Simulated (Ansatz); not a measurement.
## Ga2O3 (C2/m), a vibration from a frozen displacement

Level of theory: DFT r2SCAN, scalar-relativistic, plane waves, PAW (Ansatz 0.2.0). Cutoff 500 eV, Γ-centred 8×8×4 k-points, Gaussian smearing of 0.05 eV. No spin polarisation. Energies are free energies at this smearing, counted from the undisturbed cell; pressure is positive in compression.

The undisturbed cell (relaxed at this level):

```
CELL_PARAMETERS angstrom
6.12784 -1.51953 0.00253
6.12784 1.51953 0.00253
-1.38839 0.00000 5.63998
ATOMIC_POSITIONS crystal
Ga 0.09052 0.09052 0.79479
Ga 0.90948 0.90948 0.20521
Ga 0.65873 0.65873 0.31448
Ga 0.34127 0.34127 0.68552
O 0.16421 0.16421 0.10916
O 0.83579 0.83579 0.89084
O 0.17334 0.17334 0.56352
O 0.82666 0.82666 0.43648
O 0.49629 0.49629 0.25624
O 0.50371 0.50371 0.74376
```

Atom 9 (O) is moved by x along the Cartesian unit vector (-0.208, 0.000, 0.978); the cell and all other atoms stay fixed. The cell's volume is 105.04 Å³; the moved atoms weigh 15.999 u together and the others 358.887 u.

```csv
x (Å),ΔE (meV/cell),total force on the moved atoms along the move (eV/Å),pressure (GPa)
-0.2000,106.19,1.0669,0.0866
-0.1600,67.91,0.8483,0.0977
-0.1200,38.26,0.6351,0.0949
-0.0800,17.07,0.4246,0.0776
-0.0400,4.29,0.2139,0.0456
0.0000,0.00,-0.0001,-0.0007
0.0800,17.74,-0.4493,-0.1325
0.1200,40.48,-0.6901,-0.2149
0.1600,73.14,-0.9452,-0.3054
0.2000,116.32,-1.2168,-0.4013
```

Problem. What frequency belongs to this motion?

Solution. The force constant is k = −dF/dx = 5.438 eV/Å², from the parabola through x = -0.0400, 0 and 0.0800. In every cell the moved atoms swing against the rest, so the mass is μ = m₁m₂/(m₁ + m₂) = 15.316 u, and ν̃ = 521.5 cm⁻¹ × √(|k|/μ) = 311 cm⁻¹. The pattern needn't be a normal mode: ν̃² is then a weighted mean of the squared nonzero frequencies at the zone centre of this cell, taken without macroscopic field, so it lies between the lowest and the highest of them.

Problem. How far does the harmonic law reach?

Solution. At x = -0.200 Å, kx²/2 = 108.76 meV against the computed 106.19 meV (-2.4 %): the well is still close to harmonic there.